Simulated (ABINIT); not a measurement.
# Al2Pt (Fm-3m) in ABINIT: single point with PBEsol

Aim: the single point of Al2Pt with PBEsol.

All numbers are computed with ABINIT 10.8.3 (patched build); they aren't measurements. Logs are shortened: lines on timing, memory, paths and dates and some standing lists are left out, and cuts for length are marked. The log counts tension as positive stress, the text compression.

## (1) Starting point

The structure is cubic, space group Fm-3m (No. 225). The conventional cell has a = 5.910 Å, b = 5.910 Å, c = 5.910 Å, α = 90.00°, β = 90.00°, γ = 90.00°. Pt (site symmetry m-3m) has 8 Al at 2.56 Å as nearest neighbours. Al (site symmetry -43m) has 4 Pt at 2.56 Å as nearest neighbours.

## (2) Single point, PBEsol

run.abi

```
pp_dirpath "./"
pseudos "Pt.upf, Al.upf"

acell 3*1.0
rprim
     0.0000000000     5.5841406983     5.5841406983
     5.5841406983     0.0000000000     5.5841406983
     5.5841406983     5.5841406983     0.0000000000
ntypat 2
znucl 78 13
natom 3
typat 1 2 2
xred
     0.0000000000     0.0000000000     0.0000000000
     0.7500000000     0.7500000000     0.7500000000
     0.2500000000     0.2500000000     0.2500000000

ecut 1034.032677 eV

kptopt 1
ngkpt 6 6 6
nshiftk 1
shiftk 0.0 0.0 0.0

ixc -116133

nband 16
occopt 3
tsmear 0.00183747

nstep 100
tolvrs 1.0e-10

iomode 3
prtwf 0
prteig 0
prtebands 0
enunit 1
prtden 1
prtvha 1
prtvclmb 1
prtpot 1
prtelf 1
```

Potentials or basis: PseudoDojo NC SR PBEsol v0.4.1 standard.

On the command line:

```bash
$ mpirun --bind-to none -np 4 abinit run.abi > log 2>&1
```

run.abo:

```text
.Version 10.8.3 of ABINIT
 Symmetries : space group Fm -3 m (#225); Bravais cF (face-center cubic)
================================================================================
 Values of the parameters that define the memory need of the present run
     intxc =       0    ionmov =       0      iscf =       7    lmnmax =       8
     lnmax =       8     mgfft =      45  mpssoang =       4    mqgrid =    3001
     natom =       3  nloc_mem =       1    nspden =       1   nspinor =       1
    nsppol =       1      nsym =      48    n1xccc =    2501    ntypat =       2
    occopt =       3   xclevel =       2
       mpw =        3924          nfft =       91125          nkpt =          16
================================================================================
================================================================================

--------------------------------------------------------------------------------
------------- Echo of variables that govern the present computation ------------
--------------------------------------------------------------------------------
 -outvars: echo values of preprocessed input variables --------
            acell      1.0000000000E+00  1.0000000000E+00  1.0000000000E+00 Bohr
              amu      1.95080000E+02  2.69815390E+01
             ecut      3.80000000E+01 Hartree
           enunit           1
              ixc     -116133
         kptrlatt        6    0    0      0    6    0      0    0    6
          kptrlen      4.73830051E+01
            natom           3
            nband          16
            ngfft          45      45      45
             nkpt          16
            nstep         100
             nsym          48
           ntypat           2
           occopt           3
        prtebands           0
           prteig           0
           prtelf           1
           prtpot           1
         prtvclmb           1
           prtvha           1
            prtwf           0
            rprim      0.0000000000E+00  5.5841406983E+00  5.5841406983E+00
                       5.5841406983E+00  0.0000000000E+00  5.5841406983E+00
                       5.5841406983E+00  5.5841406983E+00  0.0000000000E+00
          spgroup         225
           tolvrs      1.00000000E-10
           tsmear      1.83747000E-03 Hartree
            typat      1  2  2
           xangst      0.0000000000E+00  0.0000000000E+00  0.0000000000E+00
                       4.4324999970E+00  4.4324999970E+00  4.4324999970E+00
                       1.4774999990E+00  1.4774999990E+00  1.4774999990E+00
            xcart      0.0000000000E+00  0.0000000000E+00  0.0000000000E+00
                       8.3762110474E+00  8.3762110474E+00  8.3762110474E+00
                       2.7920703491E+00  2.7920703491E+00  2.7920703492E+00
             xred      0.0000000000E+00  0.0000000000E+00  0.0000000000E+00
                       7.5000000000E-01  7.5000000000E-01  7.5000000000E-01
                       2.5000000000E-01  2.5000000000E-01  2.5000000000E-01
            znucl       78.00000   13.00000

================================================================================

 chkinp: Checking input parameters for consistency.

================================================================================
== DATASET  1 ==================================================================

--- !DatasetInfo
iteration_state: {dtset: 1, }
dimensions: {natom: 3, nkpt: 16, mband: 16, nsppol: 1, nspinor: 1, nspden: 1, mpw: 3924, }
cutoff_energies: {ecut:  38.0, pawecutdg:  -1.0, }
electrons: {nelect:   2.40000000E+01, charge:   0.00000000E+00, occopt:   3.00000000E+00, tsmear:   1.83747000E-03, }
meta: {optdriver: 0, ionmov: 0, optcell: 0, iscf: 7, paral_kgb: 0, }
...

 Real(R)+Recip(G) space primitive vectors, cartesian coordinates (Bohr,Bohr^-1):
 R(1)=  0.0000000  5.5841407  5.5841407  G(1)= -0.0895393  0.0895393  0.0895393
 R(2)=  5.5841407  0.0000000  5.5841407  G(2)=  0.0895393 -0.0895393  0.0895393
 R(3)=  5.5841407  5.5841407  0.0000000  G(3)=  0.0895393  0.0895393 -0.0895393
 Unit cell volume ucvol=  3.4825636E+02 bohr^3
 Angles (23,13,12)=  6.00000000E+01  6.00000000E+01  6.00000000E+01 degrees

 getcut: wavevector=  0.0000  0.0000  0.0000  ngfft=  45  45  45
         ecut(hartree)=     38.000   => boxcut(ratio)=   2.00782

--- Pseudopotential description ------------------------------------------------
- pspini: atom type   1  psp file is ./Pt.upf
12 -116133 3 -1 1358                          pspcod,pspxc,lmax,lloc,mmax
     nproj     2     2     2     2

- pspini: atom type   2  psp file is ./Al.upf
12 -116133 2 -1 1876                          pspcod,pspxc,lmax,lloc,mmax
     nproj     2     2     2     0

   6.69840415E+02                                ecore*ucvol(ha*bohr**3)
--------------------------------------------------------------------------------

================================================================================

--- !BeginCycle
iteration_state: {dtset: 1, }
solver: {iscf: 7, nstep: 100, nline: 4, wfoptalg: 0, }
tolerances: {tolvrs: 1.00E-10, }
...

     iter   Etot(hartree)      deltaE(h)  residm     vres2
 ETOT  1  -135.08808948950    -1.351E+02 2.380E-01 4.288E+02
 ETOT  2  -135.12396418690    -3.587E-02 3.024E-02 1.090E+03
 ETOT  3  -135.28947040128    -1.655E-01 5.655E-03 2.140E+01
 ETOT  4  -135.29253870662    -3.068E-03 3.932E-03 1.849E-01
 ETOT  5  -135.29255817477    -1.947E-05 1.287E-03 6.226E-02
 ETOT  6  -135.29256689531    -8.721E-06 1.499E-03 1.514E-05
 ETOT  7  -135.29256689832    -3.011E-09 2.608E-04 5.237E-06
 ETOT  8  -135.29256689905    -7.338E-10 9.998E-04 1.432E-07
 ETOT  9  -135.29256689906    -8.043E-12 1.010E-04 3.113E-09
 ETOT 10  -135.29256689907    -8.725E-12 6.486E-04 1.691E-11

 At SCF step   10       vres2   =  1.69E-11 < tolvrs=  1.00E-10 =>converged.

 Compute ELF
--------------------------------------------------------------------------------

 Compute kinetic energy density

 Compute gradient of the electron density
 Electron Localization Function (ELF) [min:0;max:1]
)     Maximum=    7.8871E-01  at reduced coord.    0.0889    0.9111    0.9111
)     Minimum=    8.5971E-06  at reduced coord.    0.2444    0.2444    0.2444
   Integrated=    1.3556E+02

--------------------------------------------------------------------------------
 End of ELF section

 Cartesian components of stress tensor (hartree/bohr^3)
  sigma(1 1)=  4.54294517E-05  sigma(3 2)=  0.00000000E+00
  sigma(2 2)=  4.54294517E-05  sigma(3 1)=  0.00000000E+00
  sigma(3 3)=  4.54294517E-05  sigma(2 1)=  0.00000000E+00

--- !ResultsGS
iteration_state: {dtset: 1, }
comment   : Summary of ground state results
lattice_vectors:
- [  0.0000000,   5.5841407,   5.5841407, ]
- [  5.5841407,   0.0000000,   5.5841407, ]
- [  5.5841407,   5.5841407,   0.0000000, ]
lattice_lengths: [   7.89717,    7.89717,    7.89717, ]
lattice_angles: [ 60.000,  60.000,  60.000, ] # degrees, (23, 13, 12)
lattice_volume:   3.4825636E+02
convergence: {deltae: -8.725E-12, res2:  1.691E-11, residm:  6.486E-04, diffor: null, }
etotal    :  -1.35292567E+02
entropy   :   0.00000000E+00
fermie    :   3.37216531E-01
cartesian_stress_tensor: # hartree/bohr^3
- [  4.54294517E-05,   0.00000000E+00,   0.00000000E+00, ]
- [  0.00000000E+00,   4.54294517E-05,   0.00000000E+00, ]
- [  0.00000000E+00,   0.00000000E+00,   4.54294517E-05, ]
pressure_GPa:  -1.3366E+00
xred      :
- [  0.0000E+00,   0.0000E+00,   0.0000E+00, Pt]
- [  7.5000E-01,   7.5000E-01,   7.5000E-01, Al]
- [  2.5000E-01,   2.5000E-01,   2.5000E-01, Al]
cartesian_forces: # hartree/bohr
- [ -1.25571638E-31,   6.27858189E-31,  -3.76714914E-31, ]
- [  1.38128802E-30,  -5.02286551E-31,  -7.53429827E-31, ]
- [ -1.25571638E-30,  -1.25571638E-31,   1.13014474E-30, ]
force_length_stats: {min:   7.42891828E-31, max:   1.69405401E-30, mean:   1.36286096E-30, }
...

 Integrated electronic density in atomic spheres:
 ------------------------------------------------
 Atom  Sphere_radius  Integrated_density
    1        2.00000         14.52697026
    2        2.00000          0.90099276
    3        2.00000          0.90099276
================================================================================

 ----iterations are completed or convergence reached----

 Mean square residual over all n,k,spin=   38.194E-07; max=  64.862E-05
 reduced coordinates (array xred) for    3 atoms
       0.000000000000      0.000000000000      0.000000000000
       0.750000000000      0.750000000000      0.750000000000
       0.250000000000      0.250000000000      0.250000000000
 rms dE/dt=  5.2474E-30; max dE/dt=  1.0518E-29; dE/dt below (all hartree)
    1       0.000000000000      0.000000000000      0.000000000000
    2       0.000000000000     -0.000000000000     -0.000000000000
    3      -0.000000000000     -0.000000000000      0.000000000000

 cartesian coordinates (angstrom) at end:
    1      0.00000000000000     0.00000000000000     0.00000000000000
    2      4.43249999701743     4.43249999701743     4.43249999701743
    3      1.47749999900581     1.47749999900581     1.47749999900581

 cartesian forces (hartree/bohr) at end:
    1     -0.00000000000000     0.00000000000000    -0.00000000000000
    2      0.00000000000000    -0.00000000000000    -0.00000000000000
    3     -0.00000000000000    -0.00000000000000     0.00000000000000
 frms,max,avg= 8.2661372E-31 1.3812880E-30   0.000E+00  0.000E+00  0.000E+00 h/b

 cartesian forces (eV/Angstrom) at end:
    1     -0.00000000000000     0.00000000000000    -0.00000000000000
    2      0.00000000000000    -0.00000000000000    -0.00000000000000
    3     -0.00000000000000    -0.00000000000000     0.00000000000000
 frms,max,avg= 4.2506186E-29 7.1028686E-29   0.000E+00  0.000E+00  0.000E+00 e/A
 length scales=  1.000000000000  1.000000000000  1.000000000000 bohr
              =  0.529177210544  0.529177210544  0.529177210544 angstroms
 Fermi (or HOMO) energy (eV) =   9.17613   Average Vxc (eV)= -10.93053
 Eigenvalues (   eV  ) for nkpt=  16  k points:
 kpt#   1, nband= 16, wtk=  0.00463, kpt=  0.0000  0.0000  0.0000 (reduced coord)
 -89.89057  -44.01269  -44.01269  -44.01269   -1.09341    4.07954    4.07954    4.07954
   5.43828    5.43828   12.12151   12.94735   12.94735   12.94735   14.55809   14.55813
 prteigrs : prtvol=0 or 1, do not print more k-points.

--- !EnergyTerms
iteration_state     : {dtset: 1, }
comment             : Components of total free energy in Hartree
kinetic             :  3.89306779406426E+01
hartree             :  3.83498842907942E+01
xc                  : -2.58418019654028E+01
Ewald energy        : -7.88329076009980E+01
psp_core            :  1.92341188203975E+00
local_psp           : -1.18580129506045E+02
non_local_psp       :  8.75851475049882E+00
internal            : -1.35292350208471E+02
'-kT*entropy'       : -2.16690599512826E-04
total_energy        : -1.35292566899070E+02
total_energy_eV     : -3.68149829410083E+03
band_energy         : -1.34493311839106E+01
...

 Cartesian components of stress tensor (hartree/bohr^3)
  sigma(1 1)=  4.54294517E-05  sigma(3 2)=  0.00000000E+00
  sigma(2 2)=  4.54294517E-05  sigma(3 1)=  0.00000000E+00
  sigma(3 3)=  4.54294517E-05  sigma(2 1)=  0.00000000E+00

-Cartesian components of stress tensor (GPa)         [Pressure= -1.3366E+00 GPa]
- sigma(1 1)=  1.33658062E+00  sigma(3 2)=  0.00000000E+00
- sigma(2 2)=  1.33658062E+00  sigma(3 1)=  0.00000000E+00
- sigma(3 3)=  1.33658062E+00  sigma(2 1)=  0.00000000E+00

== END DATASET(S) ==============================================================
================================================================================

 -outvars: echo values of variables after computation  --------
            acell      1.0000000000E+00  1.0000000000E+00  1.0000000000E+00 Bohr
           etotal     -1.3529256690E+02
            fcart     -1.2557163786E-31  6.2785818930E-31 -3.7671491358E-31
                       1.3812880165E-30 -5.0228655144E-31 -7.5342982716E-31
                      -1.2557163786E-30 -1.2557163786E-31  1.1301447407E-30
            rprim      0.0000000000E+00  5.5841406983E+00  5.5841406983E+00
                       5.5841406983E+00  0.0000000000E+00  5.5841406983E+00
                       5.5841406983E+00  5.5841406983E+00  0.0000000000E+00
           strten      4.5429451742E-05  4.5429451742E-05  4.5429451742E-05
                       0.0000000000E+00  0.0000000000E+00  0.0000000000E+00
           xangst      0.0000000000E+00  0.0000000000E+00  0.0000000000E+00
                       4.4324999970E+00  4.4324999970E+00  4.4324999970E+00
                       1.4774999990E+00  1.4774999990E+00  1.4774999990E+00
             xred      0.0000000000E+00  0.0000000000E+00  0.0000000000E+00
                       7.5000000000E-01  7.5000000000E-01  7.5000000000E-01
                       2.5000000000E-01  2.5000000000E-01  2.5000000000E-01
 Calculation completed.
```

Run time: 6.5 s. Hardware: 4 MPI ranks of AMD EPYC 9R45 (Zen 5), shared host; peak memory 0.32 GiB.

What came out:

| Item | Value |
| --- | --- |
| Free energy | -3681.4983 eV |
| Pressure | -1.3 GPa |
| Band gap on the k mesh | none (metal or under the smearing width) |
| Valence electrons inside the program's atomic spheres | Pt 14.53; Al 0.90 |

Levels at points of the mesh, in eV from the Fermi level:
| k point | band 10 | band 11 | band 12 | band 13 | band 14 | band 15 |
| --- | --- | --- | --- | --- | --- | --- |
| (0.00, 0.00, 0.00) | -3.74 | 2.95 | 3.77 | 3.77 | 3.77 | 5.38 |
| (0.50, 0.00, 0.00) | -3.52 | -3.52 | 0.99 | 0.99 | 3.70 | 5.12 |
| (0.50, 0.50, 0.00) | -3.47 | -3.24 | -1.64 | -1.64 | 3.12 | 3.29 |

Spin-orbit coupling is left out, which matters for the levels of Pt.
